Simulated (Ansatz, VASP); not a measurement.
# One calculation of MgO, two programs

File INCAR:

```
PREC = Accurate ; ENCUT = 520
EDIFF = 1E-6 ; ISMEAR = -1
SIGMA = 0.02 ; LREAL = False
LASPH = True ; NELM = 60
ALGO = Normal ; ISIF = 2
LWAVE = False ; LCHARG = False
GGA = PE ; NBANDS = 16
```

KPOINTS

```
Automatic mesh
0
Gamma
  12 12 6
```

POSCAR

```
MgO
1.0
    3.1566885389      0.0000000000      0.0000000000
   -1.5783442695      2.7337724665      0.0000000000
    0.0000000000      0.0000000000      4.8329916238
Mg O
2 2
Direct
    0.3333333333      0.6666666667     -0.0110121693
    0.6666666667      0.3333333333      0.4889878307
    0.3333333333      0.6666666667      0.3860121693
    0.6666666667      0.3333333333      0.8860121693
```

Input for Ansatz:

```yaml
crystal:
  lattice:
    - [3.1566885389, 0.0, 0.0]
    - [-1.5783442695, 2.7337724665, 0.0]
    - [0.0, 0.0, 4.8329916238]
  atoms:
    - { symbol: Mg, position: [0.3333333333, 0.6666666667, -0.0110121693] }
    - { symbol: Mg, position: [0.6666666667, 0.3333333333, 0.4889878307] }
    - { symbol: O, position: [0.3333333333, 0.6666666667, 0.3860121693] }
    - { symbol: O, position: [0.6666666667, 0.3333333333, 0.8860121693] }
kpoints:
  mp_grid: { grid: [12, 12, 6] }
  band_path:
    path:
      - [0.0, 0.0, 0.0]
      - [0.5, 0.0, 0.0]
      - [0.3333333333, 0.3333333333, 0.0]
      - [0.0, 0.0, 0.5]
      - [0.5, 0.0, 0.5]
      - [0.3333333333, 0.3333333333, 0.5]
    npoints: 1
hamiltonian:
  xc: pbe
scf:
  occupations: { method: fermi_dirac, width: 0.02 }
  n_extra_bands: 5
output:
  forces: true
  stress: true
  eigenvalues: true
```

Change from the starting cell: hydrostatic strain -4.0%.

Alike in both runs: task single point; functional PBE; k mesh 12 × 12 × 6; occupations fermi-dirac, width 0.02 eV; no spin polarisation.

|  | VASP | Ansatz |
| --- | --- | --- |
| version | VASP 6.6.1 | Ansatz 0.2.0 |
| potentials or method | VASP PAW PBE potentials, release 64 (Mg, O) | plane waves, PAW |
| plane-wave cutoff (eV) | 520 | 420 |
| valence electrons in the cell | 16 | 32 |

Ansatz gave:

| Property | Result |
| --- | --- |
| gap on the k mesh at the Fermi level (eV) | 4.25 |
| pressure (GPa) | 24.2 |
| largest component of the traceless stress (GPa) | 3.22 |
| rms of the force components (eV/Å) | 0.009 |

Task: Estimate VASP's values.

Result: gap on the k mesh at the Fermi level (eV): 4.24; pressure (GPa): 24.0; largest component of the traceless stress (GPa): 3.25; rms of the force components (eV/Å): 0.009.

Atom by atom the forces differ by 0.001 eV/Å (rms over components). The two sets of potentials don't hold the same shells in valence.

Caveats: so large a pressure means that the cell lies far from this level's equilibrium, or that cutoff or potentials fall short (VASP). A k mesh can miss the band edges.
